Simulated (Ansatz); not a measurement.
ZrO2 (fluorite, Fm-3m) at seven volumes, DFT-r²SCAN in the program Ansatz with PAW potentials, scaled uniformly. One row is withheld.

```tsv
V (Å³/atom)	P (GPa)
9.997	?
10.326	18.07
10.656	8.33
10.985	-0.01
11.315	-7.15
11.645	-13.27
11.974	-18.51
```

Fit the shown pressures and predict the withheld one.

P = (3/2)B₀(x^(7/2) − x^(5/2))[1 + (3/4)(B′ − 4)(x − 1)] with x = (V₀/V)^(2/3). Least squares on the six rows gives V₀ = 10.985 Å³/atom, B₀ = 257 GPa, B′ = 4.16. At V = 9.997, x = 1.0648 and P = 29.48 GPa. The run itself gave 29.45 GPa.

This is a known high-temperature phase of the composition, computed here at zero pressure and temperature. Symmetry was held in the r²SCAN relaxation; its stability against distortions is not shown here. No spin polarisation was allowed.

Potentials: the later of the program's two PAW sets.
